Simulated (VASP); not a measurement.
# What goes wrong when the modes of C (Graphite) are computed with a bad input, part 2 of 3

Aim: see how common mistakes in a phonon run show up, on C (Graphite). The starting structure is a measured crystal structure from the Crystallography Open Database.

VASP 6.6.1.

## Step 2: Reference modes (continued)

Level of this step: LDA; plane waves and PAW (C) (VASP).

From OUTCAR (step 2):

```text
ion  position               nearest neighbor table
   1  0.667  0.333  0.750-   3 1.41   3 1.41   3 1.41
   2  0.333  0.667  0.250-   4 1.41   4 1.41   4 1.41
   3  0.000  0.000  0.750-   1 1.41   1 1.41   1 1.41
   4  0.000  0.000  0.250-   2 1.41   2 1.41   2 1.41

  LATTYP: Found a hexagonal cell.
 ALAT       =     2.4472481902
 C/A-ratio  =     2.7027205603

 Subroutine GETGRP returns: Found 24 space group operations
 (whereof 12 operations were pure point group operations)

The static configuration has the point symmetry D_3d.
 The point group associated with its full space group is D_6h.

 Found     96 irreducible k-points:

   k-points           NKPTS =     96   k-points in BZ     NKDIM =     96   number of bands    NBANDS=     14

   dimension x,y,z NGX =    18 NGY =   18 NGZ =   50
   dimension x,y,z NGXF=    36 NGYF=   36 NGZF=  100

   ENCUT  =  520.0 eV  38.22 Ry    6.18 a.u.   4.55  4.55 12.30*2*pi/ulx,y,z

   NELECT =      16.0000    total number of electrons

 k-points in reciprocal lattice and weights: Automatic mesh
   0.00000000  0.00000000  0.00000000       0.001
   0.07142857  0.00000000  0.00000000       0.005
   0.14285714  0.00000000  0.00000000       0.005
   0.21428571  0.00000000  0.00000000       0.005
   0.28571429 -0.00000000  0.00000000       0.005
   0.35714286 -0.00000000  0.00000000       0.005
   0.42857143  0.00000000  0.00000000       0.005
   0.50000000  0.00000000  0.00000000       0.003
   0.07142857  0.07142857  0.00000000       0.005
[...]
0.28571429  0.28571429  0.50000000       0.005
   0.35714286  0.28571429  0.50000000       0.005

 average (electrostatic) potential at core
       1 -54.6678       2 -54.6678       3 -54.7048       4 -54.7048

  Total       -0.0018278     -0.0018278      0.0040045     -0.0000000     -0.0000000      0.0000000
  in kB       -0.0853645     -0.0853645      0.1870243     -0.0000000     -0.0000000      0.0000000
  external PRESSURE =       0.0054318 kB  Pullay stress =       0.0000000 kB

  energy-cutoff  :      520.00
  volume of cell :       34.31
      direct lattice vectors                 reciprocal lattice vectors
     2.447248190  0.000000000  0.000000000     0.408622225  0.235918151  0.000000000
    -1.223624095  2.119379102  0.000000000     0.000000000  0.471836303  0.000000000
     0.000000000  0.000000000  6.614228000     0.000000000  0.000000000  0.151189224

 POSITION                                       TOTAL-FORCE (eV/Angst)
 -----------------------------------------------------------------------------------
      1.22362      0.70646      4.96067         0.000000      0.000000     -0.000000
     -0.00000      1.41292      1.65356        -0.000000     -0.000000      0.000000
      0.00000      0.00000      4.96067        -0.000000     -0.000000      0.000000
      0.00000      0.00000      1.65356         0.000000      0.000000      0.000000
 -----------------------------------------------------------------------------------
    total drift:                                0.000000     -0.000000      0.000000

 MACROSCOPIC STATIC DIELECTRIC TENSOR (including local field effects in DFT)
 ------------------------------------------------------
       19572.035850     0.000000     0.000000
          -0.000000 19572.035850     0.000000
           0.000000     0.000000     3.575264
 ------------------------------------------------------

 PIEZOELECTRIC TENSOR (including local field effects)  for field in x, y, z        (C/m^2)
          XX          YY          ZZ          XY          YZ          ZX
  --------------------------------------------------------------------------------
  x     0.00000     0.00000     0.00000     0.00000     0.00000     0.00000
  y     0.00000     0.00000     0.00000     0.00000     0.00000     0.00000
  z     0.00000     0.00000     0.00000     0.00000     0.00000     0.00000

 BORN EFFECTIVE CHARGES (including local field effects) (in |e|, cummulative output)
 ---------------------------------------------------------------------------------
 ion    1
    1     1.01592     0.00000     0.00000
    2    -0.00000     1.01592     0.00000
    3     0.00000    -0.00000    -0.07719
 ion    2
    1     1.01592     0.00000     0.00000
    2    -0.00000     1.01592     0.00000
    3    -0.00000    -0.00000    -0.07719
 ion    3
    1    -1.01592     0.00000     0.00000
    2     0.00000    -1.01592     0.00000
    3     0.00000    -0.00000     0.07719
 ion    4
    1    -1.01592     0.00000     0.00000
    2     0.00000    -1.01592     0.00000
    3    -0.00000    -0.00000     0.07719

 Eigenvectors and eigenvalues of the dynamical matrix
 ----------------------------------------------------

   1 f  =   48.193569 THz   302.809123 2PiTHz 1607.564416 cm-1   199.312496 meV
             X         Y         Z           dx          dy          dz
      1.223624  0.706460  4.960671     0.000005    0.500055    0.000000
     -0.000000  1.412919  1.653557     0.000005    0.500055    0.000000
      0.000000  0.000000  4.960671    -0.000005   -0.499945    0.000000
      0.000000  0.000000  1.653557    -0.000005   -0.499945    0.000000

   2 f  =   48.193569 THz   302.809123 2PiTHz 1607.564416 cm-1   199.312496 meV
             X         Y         Z           dx          dy          dz
      1.223624  0.706460  4.960671    -0.500055    0.000005   -0.000000
     -0.000000  1.412919  1.653557    -0.500055    0.000005    0.000000
      0.000000  0.000000  4.960671     0.499945   -0.000005    0.000000
      0.000000  0.000000  1.653557     0.499945   -0.000005    0.000000

   3 f  =   47.953352 THz   301.299797 2PiTHz 1599.551651 cm-1   198.319040 meV
             X         Y         Z           dx          dy          dz
      1.223624  0.706460  4.960671     0.000006    0.499594    0.000000
     -0.000000  1.412919  1.653557    -0.000006   -0.499594   -0.000000
      0.000000  0.000000  4.960671    -0.000006   -0.500406   -0.000000
      0.000000  0.000000  1.653557     0.000006    0.500406   -0.000000

   4 f  =   47.953352 THz   301.299797 2PiTHz 1599.551651 cm-1   198.319040 meV
             X         Y         Z           dx          dy          dz
      1.223624  0.706460  4.960671    -0.499594    0.000006    0.000000
     -0.000000  1.412919  1.653557     0.499594   -0.000006   -0.000000
      0.000000  0.000000  4.960671     0.500406   -0.000006   -0.000000
      0.000000  0.000000  1.653557    -0.500406    0.000006   -0.000000

   5 f  =   26.610787 THz   167.200508 2PiTHz  887.640320 cm-1   110.053324 meV
             X         Y         Z           dx          dy          dz
      1.223624  0.706460  4.960671     0.000000    0.000000   -0.500001
     -0.000000  1.412919  1.653557    -0.000000   -0.000000   -0.500001
      0.000000  0.000000  4.960671    -0.000000   -0.000000    0.499999
      0.000000  0.000000  1.653557     0.000000   -0.000000    0.499999

   6 f  =   26.455098 THz   166.222283 2PiTHz  882.447081 cm-1   109.409445 meV
             X         Y         Z           dx          dy          dz
      1.223624  0.706460  4.960671     0.000000   -0.000000   -0.501892
     -0.000000  1.412919  1.653557    -0.000000    0.000000    0.501892
      0.000000  0.000000  4.960671    -0.000000    0.000000    0.498100
      0.000000  0.000000  1.653557     0.000000    0.000000   -0.498100

   7 f  =    3.454789 THz    21.707078 2PiTHz  115.239346 cm-1    14.287852 meV
             X         Y         Z           dx          dy          dz
      1.223624  0.706460  4.960671     0.000000   -0.000000   -0.498100
     -0.000000  1.412919  1.653557    -0.000000    0.000000    0.498100
      0.000000  0.000000  4.960671     0.000000   -0.000000   -0.501892
      0.000000  0.000000  1.653557    -0.000000    0.000000    0.501892

   8 f  =    1.255439 THz     7.888154 2PiTHz   41.876928 cm-1     5.192075 meV
             X         Y         Z           dx          dy          dz
      1.223624  0.706460  4.960671     0.000047   -0.500406    0.000000
     -0.000000  1.412919  1.653557    -0.000047    0.500406    0.000000
      0.000000  0.000000  4.960671     0.000047   -0.499594    0.000000
      0.000000  0.000000  1.653557    -0.000047    0.499594    0.000000

   9 f  =    1.255439 THz     7.888154 2PiTHz   41.876928 cm-1     5.192075 meV
             X         Y         Z           dx          dy          dz
      1.223624  0.706460  4.960671     0.500406    0.000047   -0.000000
     -0.000000  1.412919  1.653557    -0.500406   -0.000047   -0.000000
      0.000000  0.000000  4.960671     0.499594    0.000047   -0.000000
      0.000000  0.000000  1.653557    -0.499594   -0.000047   -0.000000

  10 f/i=    0.000049 THz     0.000310 2PiTHz    0.001648 cm-1     0.000204 meV
             X         Y         Z           dx          dy          dz
      1.223624  0.706460  4.960671    -0.000000   -0.000000   -0.499999
     -0.000000  1.412919  1.653557    -0.000000   -0.000000   -0.499999
      0.000000  0.000000  4.960671    -0.000000   -0.000000   -0.500001
      0.000000  0.000000  1.653557    -0.000000   -0.000000   -0.500001

  11 f/i=    0.005330 THz     0.033490 2PiTHz    0.177793 cm-1     0.022044 meV
             X         Y         Z           dx          dy          dz
      1.223624  0.706460  4.960671    -0.375753   -0.329780    0.000000
     -0.000000  1.412919  1.653557    -0.375753   -0.329780    0.000000
      0.000000  0.000000  4.960671    -0.375836   -0.329853    0.000000
      0.000000  0.000000  1.653557    -0.375836   -0.329853    0.000000

  12 f/i=    0.005330 THz     0.033490 2PiTHz    0.177793 cm-1     0.022044 meV
             X         Y         Z           dx          dy          dz
      1.223624  0.706460  4.960671    -0.329780    0.375753    0.000000
     -0.000000  1.412919  1.653557    -0.329780    0.375753    0.000000
      0.000000  0.000000  4.960671    -0.329853    0.375836    0.000000
      0.000000  0.000000  1.653557    -0.329853    0.375836    0.000000

 MACROSCOPIC STATIC DIELECTRIC TENSOR IONIC CONTRIBUTION
 ------------------------------------------------------
           0.190774     0.000000    -0.000000
           0.000000     0.190774    -0.000000
          -0.000000    -0.000000     0.003613
 ------------------------------------------------------

 ELASTIC MODULI CONTR FROM IONIC RELAXATION (kBar)
 Direction    XX          YY          ZZ          XY          YZ          ZX
 --------------------------------------------------------------------------------
 XX        -296.5653    296.5653     -0.0000     -0.0000     -0.0000      0.0000
 YY         296.5653   -296.5653      0.0000      0.0000      0.0000      0.0000
 ZZ          -0.0000      0.0000     -0.0000     -0.0000     -0.0000      0.0000
 XY          -0.0000      0.0000     -0.0000   -296.5653      0.0000      0.0000
 YZ          -0.0000      0.0000     -0.0000      0.0000     -0.0000      0.0000
 ZX           0.0000      0.0000      0.0000      0.0000      0.0000      0.0000
 --------------------------------------------------------------------------------

 PIEZOELECTRIC TENSOR IONIC CONTR  for field in x, y, z        (C/m^2)
          XX          YY          ZZ          XY          YZ          ZX
  --------------------------------------------------------------------------------
  x    -0.00000     0.00000    -0.00000    -0.00000    -0.00000     0.00000
  y     0.00000     0.00000     0.00000    -0.00000    -0.00000     0.00000
  z    -0.00000     0.00000    -0.00000    -0.00000    -0.00000     0.00000
```

Energies printed during the response cycles are not total energies of the cell.

Reference: the zone-centre modes are E1u 1607.6, E2g (2) 1599.6, A2u 887.6, B1g (2) 882.4, B1g (1) 115.2, E2g (1) 41.9 cm⁻¹.

## Step 3: Modes with finite displacements, else as the reference

Against step 2 the input has IBRION = 6, NFREE = 2, POTIM = 0.015, no LEPSILON and no LPEAD (also changed: NSW).

The input, INCAR:

```
SYSTEM = C
PREC = Accurate
ENCUT = 520
EDIFF = 1E-08
NELM = 100
ISMEAR = 0
SIGMA = 0.03
LREAL = .FALSE.
ALGO = Normal
GGA = CA
NBANDS = 14
LORBIT = 11
LWAVE = .FALSE.
LCHARG = .FALSE.
KPAR = 8
IBRION = 6
NFREE = 2
POTIM = 0.015
NSW = 1
ISIF = 2
```

The input, POSCAR:

```
C
1.0
    2.4472481902      0.0000000000      0.0000000000
   -1.2236240951      2.1193791021      0.0000000000
    0.0000000000      0.0000000000      6.6142279997
C
4
Direct
    0.6666666667      0.3333333333      0.7500000000
    0.3333333333      0.6666666667      0.2500000000
    0.0000000000      0.0000000000      0.7500000000
    0.0000000000      0.0000000000      0.2500000000
```

The input, KPOINTS:

```
Automatic mesh
0
Gamma
14 14 6
0 0 0
```

Potentials, in the order of the species: C (LDA family, release 64).

The run is started by

```
$ mpirun -np 8 vasp_std
```

Output:

```text
[banner, memory and clock lines left out]
running    8 mpi-ranks, on    1 nodes
[...]
[... a notice as in an earlier step ...]

 LDA part: xc-table for (Slater(with rela. corr.)+CA(PZ))
 , standard interpolation
 POSCAR, INCAR and KPOINTS ok, starting setup
[...]
entering main loop
       N       E                     dE             d eps       ncg     rms          rms(c)
[... 14 cycles as in an earlier step ...]
   1 F= -.40449649E+02 E0= -.40449649E+02  d E =-.133738E-16
[... from here on, the cycles between the ionic steps are left out ...]
   2 F= -.40443263E+02 E0= -.40443263E+02  d E =-.818351E-16
   3 F= -.40443262E+02 E0= -.40443262E+02  d E =-.789127E-16
   4 F= -.40447679E+02 E0= -.40447679E+02  d E =-.158637E-16
   5 F= -.40447679E+02 E0= -.40447679E+02  d E =-.158555E-16
   6 F= -.40443252E+02 E0= -.40443252E+02  d E =-.646083E-13
   7 F= -.40443252E+02 E0= -.40443252E+02  d E =-.645262E-13
   8 F= -.40447693E+02 E0= -.40447693E+02  d E =-.174797E-16
   9 F= -.40447693E+02 E0= -.40447693E+02  d E =-.174690E-16
 Finite differences progress:
  Degree of freedom:   4/  4
  Displacement:        2/  2
  Total:               8/  8
```

Run time: 1.9 min. Hardware: 8 MPI ranks of AMD EPYC 7R43, shared host; peak memory 2.6 GiB; 15 min of CPU time.

Parts of OUTCAR (step 3):

```text
  Total       -0.0022913     -0.0022913     -0.0002372      0.0000000     -0.0000000      0.0000000
  in kB       -0.1070128     -0.1070128     -0.0110798      0.0000000     -0.0000000      0.0000000
  external PRESSURE =      -0.0750351 kB  Pullay stress =       0.0000000 kB

 POSITION                                       TOTAL-FORCE (eV/Angst)
 -----------------------------------------------------------------------------------
      1.22362      0.70646      4.96067        -0.000000      0.000000     -0.257244
     -0.00000      1.41292      1.65356        -0.000000      0.000000     -0.003792
      0.00000      0.00000      4.94567         0.000000     -0.000000      0.260863
      0.00000      0.00000      1.65356         0.000000      0.000000      0.000174
 -----------------------------------------------------------------------------------
    total drift:                                0.000000      0.000000     -0.000204

  FREE ENERGIE OF THE ION-ELECTRON SYSTEM (eV)
  ---------------------------------------------------
  free  energy   TOTEN  =       -40.4476931767 eV

  energy  without entropy=      -40.4476931767  energy(sigma->0) =      -40.44769318

[... 2 parts as in an earlier step ...]

[... 1 further part left out ...]
[key lines of the parts left out:]
E-fermi :   4.5456
```

The last energy, forces and stress in OUTCAR belong to the last displaced cell, not to that of POSCAR.

With finite displacements, else as the reference the modes are at the top E1u 1607.9, E2g (2) 1599.6 cm⁻¹, at the bottom B1g (1) 117.0, E2g (1) 43.8 cm⁻¹, with 2 more of the listed ones between; the largest shift is +1.9 cm⁻¹, in E2g (1), from the reference.

## Step 4: Modes with a k mesh far too coarse

A slip made on purpose: a k mesh far too coarse. Against step 2 the input has a 2×2×2 mesh (also changed: NELM and KPAR).

The input, INCAR:

```
SYSTEM = C
PREC = Accurate
ENCUT = 520
EDIFF = 1E-08
NELM = 60
ISMEAR = 0
SIGMA = 0.03
LREAL = .FALSE.
ALGO = Normal
GGA = CA
NBANDS = 14
LORBIT = 11
LWAVE = .FALSE.
LCHARG = .FALSE.
IBRION = 8
LEPSILON = .TRUE.
LPEAD = .TRUE.
ISIF = 2
```

POSCAR is that of step 3.

The input, KPOINTS:

```
Automatic mesh
0
Gamma
2 2 2
0 0 0
```

The run is started by

```
$ mpirun -np 8 vasp_std
```

Output:

```text
[banner, memory and clock lines left out]
running    8 mpi-ranks, on    1 nodes
[...]
[... a notice as in an earlier step ...]

 LDA part: xc-table for (Slater(with rela. corr.)+CA(PZ))
 , standard interpolation
|                                                                             |
|           W    W    AA    RRRRR   N    N  II  N    N   GGGG   !!!           |
|           W    W   A  A   R    R  NN   N  II  NN   N  G    G  !!!           |
|           W    W  A    A  R    R  N N  N  II  N N  N  G       !!!           |
|           W WW W  AAAAAA  RRRRR   N  N N  II  N  N N  G  GGG   !            |
|           WW  WW  A    A  R   R   N   NN  II  N   NN  G    G                |
|           W    W  A    A  R    R  N    N  II  N    N   GGGG   !!!           |
|                                                                             |
|     The number of bands has been changed from the values supplied in        |
|     The orbitals not found in the WAVECAR file will be initialized with     |
[...]
RMM:  12    -0.119203001525E+00   -0.49279E-09   -0.26370E-08   211   0.756E-07    0.972E-08
 first order change of Fermi-energy  -0.17886E-06
 force on displaced ion       3 direction 1 : -80.920   0.271   0.000
 Born effective charge ion    3 direction 1 :   0.396  -0.348   0.000
 Linear response progress:
  Degree of freedom:   4/  4
       N       E                     dE             d eps       ncg     rms          rms(c)
RMM:   1    -0.139696193049E+00   -0.13970E+00    0.60544E-02   230   0.171E+00
RMM:   2    -0.140273151241E+00   -0.57696E-03   -0.12224E-03   199   0.199E-01    0.223E-01
RMM:   3    -0.139962901989E+00    0.31025E-03   -0.64118E-04   178   0.129E-01    0.118E-01
RMM:   4    -0.140261684979E+00   -0.29878E-03   -0.36533E-04   190   0.998E-02    0.222E-02
[...]
RMM:   8    -0.140110876567E+00    0.25388E-07    0.25087E-09   216   0.202E-04    0.264E-05
RMM:   9    -0.140110941996E+00   -0.65429E-07   -0.22912E-09   219   0.248E-05    0.100E-05
RMM:  10    -0.140110933306E+00    0.86906E-08   -0.62399E-09   221   0.110E-05    0.159E-06
 first order change of Fermi-energy  -0.10781E-06
 force on displaced ion       3 direction 3 :   0.000   0.000 -19.718
 Born effective charge ion    3 direction 3 :   0.000  -0.000   0.194
 Born effective charges drift removed
 Linear response finished
```

Wall time 12 s (8 MPI ranks); peak memory 0.6 GiB.

Parts of OUTCAR (step 4):

```text
  Total        4.7741356      4.7741356     -1.5491258      0.0000000      0.0000000      0.0000000
  in kB      222.9664455    222.9664455    -72.3488173      0.0000000      0.0000000      0.0000000
  external PRESSURE =     124.5280246 kB  Pullay stress =       0.0000000 kB

 POSITION                                       TOTAL-FORCE (eV/Angst)
 -----------------------------------------------------------------------------------
      1.22362      0.70646      4.96067         0.000000      0.000000     -0.000000
     -0.00000      1.41292      1.65356        -0.000000      0.000000      0.000000
      0.00000      0.00000      4.96067        -0.000000      0.000000      0.000000
      0.00000      0.00000      1.65356         0.000000     -0.000000      0.000000
 -----------------------------------------------------------------------------------
    total drift:                                0.000000     -0.000000      0.000000

 MACROSCOPIC STATIC DIELECTRIC TENSOR (including local field effects in DFT)
 ------------------------------------------------------
          34.005114     0.000000    -0.000000
           0.000000    34.005114     0.000000
           0.000000     0.000000     3.866952
 ------------------------------------------------------

 MACROSCOPIC STATIC DIELECTRIC TENSOR IONIC CONTRIBUTION
 ------------------------------------------------------
           0.001230     0.000000    -0.000000
           0.000000     0.001230    -0.000000
          -0.000000    -0.000000     0.019865
 ------------------------------------------------------

[... 1 part as in an earlier step ...]

[... 1 further part left out ...]
```

With a k mesh far too coarse the modes are at the top E1u 1920.6, E2g (2) 1898.7 cm⁻¹, at the bottom E2g (1) 84.2, B1g (1) -133.3 cm⁻¹, with 2 more of the listed ones between; the largest shift is +313.0 cm⁻¹, in E1u, from the reference. Imaginary, given as negative numbers: B1g (1).

(Continued in part 3 of 3.)

[Lines on the potential files, build, host, timing and source positions are cut from VASP's logs without a mark.]

[Logs are printed without paths, hosts, clocks, repeated set-up lines and the standing remarks that a program may print on its own settings, such as how far it seeks lower states.]

[Hosts, paths, dates, database ids (printed as entryN), source tags and the programs' standing remarks are cut or masked in the printed files.]
